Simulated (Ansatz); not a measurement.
Wires are cut from relaxed bulk ZnSe (F-43m, 23.54 Å³/atom, gap on the mesh 1.15 eV); atoms and period are relaxed, and energies count from that bulk. Caps count from half an H2 molecule.

Theory: DFT PBE, scalar-relativistic, plane waves, PAW (Ansatz).

Cutoff 420 eV, Gaussian smearing of 0.05 eV, energies at zero smearing, symmetry of each start kept, no spin polarisation.

```csv
start,atoms,k mesh,excess energy (eV per host atom),line energy (eV/Å),period (Å),gap on the mesh (eV)
"[110] wire, 4 host atoms a period with H caps*",10,1×1×8,1.069,0.833,5.129,3.49
"[110] wire, 6 host atoms a period with H caps*",14,1×1×8,1.009,1.172,5.168,2.97
"[110] wire, 10 host atoms a period with H caps",20,1×1×8,0.725,1.724,4.208,0.59
```

* ends far from its start.

Each run keeps its start's symmetry and one magnetic start, so lower states can exist.

Cost: 3 runs of about 100 core-minutes in all, on AMD EPYC 7R43 (Zen 3) (shared hosts).